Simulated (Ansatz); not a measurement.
## CaF₂ under pressure: fit and missing row

CaF₂, Fm-3m, a = 5.439 Å. Ansatz: r2SCAN, PAW, 500 eV, Γ-centred 8×8×8 mesh on 3 atoms, Gaussian smearing 0.02 eV; no spin polarisation. Cell and atoms are relaxed at each pressure, and no other structure is tried; the real crystal is known to change phase within this range, so the rows at high pressure are metastable.

| V (Å³/atom) | P (GPa) |
| --- | --- |
| ? | 60.01 |
| 10.879 | 29.98 |
| 11.817 | 15.05 |
| 12.432 | 8.04 |
| 13.002 | 2.96 |
| 13.410 | 0.00 |
| 13.908 | -3.01 |

Question: Take V0 = 13.410 Å³/atom, fit the third-order Birch–Murnaghan form to the other rows, and predict the missing volume.

Answer: With the Eulerian strain f = ½[(V0/V)^(2/3) − 1] and y = P/[3f(1 + 2f)^(5/2)], the form is the line y = B0 + 1.5 B0 (B0′ − 4) f. Rows (f, y): 0.07482, 94.3; 0.04398, 92.4; 0.02589, 91.2; 0.01041, 90.0; -0.01201, 88.8. Means f = 0.02862, y = 91.340; Σ(Δf)² = 0.004360, ΣΔfΔy = 0.2810; the slope is their ratio. y = 89.50 + 64.45 f GPa, so B0 = 89.5 GPa and B0′ = 4 + 2 × (64.45)/(3 × 89.50) = 4.48. P = 60.01 GPa is met at f = 0.12010 (y = 97.24), so V = V0 (1 + 2f)^(−3/2) = 9.709 Å³/atom. The run gave 9.701 Å³/atom, so the fit is 0.008 Å³/atom too high, a small miss on the scale of the series. The form still works here, 91 % of the fitted range beyond its end.